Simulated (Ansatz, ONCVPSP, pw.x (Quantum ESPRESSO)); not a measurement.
# What a changed setting does to a pw.x run (fcc O)

Potential: optimised norm-conserving Vanderbilt (ONCV), ONCVPSP 4.0.1.1 (patched build), PBE; core [He], reference 2s2 2p4; waves: 2s: rc 0.80 bohr, ncon 3, nbas 7, qcut 10.3 1/bohr, 2 projectors, debl 0.4 Ha; 2p: rc 1.60 bohr, ncon 4, nbas 8, qcut 10.6 1/bohr, 2 projectors, debl 0.4 Ha; local part: polynomial inside 0.60 bohr (lpopt 5, dvloc0 6 Ha); core correction: Teter function, fcfact 7.5, rcfact 1.6. In the s channel the program set the typed energies aside and used -0.881, 0.250 Ha.

The reference run (k-mesh 18³, cutoffs 120/480 Ry, Fermi–Dirac 0.01 Ry, mixing_beta 0.4, conv_thr 1e-9, no spin) gives 0.11 GPa at 8.041 Å³/atom, where all-electron LAPW gives 0.14 GPa. This run, with its own iteration cap, changes ecutwfc (ecutrho with it) to 3, a wrong or extreme entry chosen on purpose.

```
&control
  calculation='scf', prefix='x', pseudo_dir='./', outdir='./tmp', tstress=.true., disk_io='none'
/
&system
  ibrav=0, nat=1, ntyp=1, ecutwfc=3, ecutrho=12, nbnd=10,
  occupations='smearing', smearing='fd', degauss=0.01
/
&electrons
  conv_thr=1e-09, mixing_beta=0.4, electron_maxstep=70
/
ATOMIC_SPECIES
O 1.0 O.UPF
CELL_PARAMETERS angstrom
  0.00000000 1.59010824 1.59010824
  1.59010824 0.00000000 1.59010824
  1.59010824 1.59010824 0.00000000
ATOMIC_POSITIONS crystal
O 0.0000 0.0000 0.0000
K_POINTS automatic
18 18 18 0 0 0
```

```bash
pw.x < O.scf.in > O.scf.out
```

Q: How does the run end?

A: It stops with "memory_report: more bands than PWs!".

```
Message from routine setup:
     using ibrav=0 with symmetry is DISCOURAGED, use correct ibrav instead
     lattice parameter (alat)  =       4.2495  a.u.
     unit-cell volume          =      54.2634 (a.u.)^3
     number of electrons       =         6.00
     number of Kohn-Sham states=           10
     kinetic-energy cutoff     =       3.0000  Ry
     charge density cutoff     =      12.0000  Ry
     scf convergence threshold =      1.0E-09
     Exchange-correlation= PBE
     number of k points=   195  Fermi-Dirac smearing, width (Ry)=  0.0100
     Error in routine memory_report (1):
     more bands than PWs!
```

The run took about 0.5 s on one core of a shared host (Intel(R) Xeon(R) 6975P-C, 192 threads, 1512 GiB, load 36).
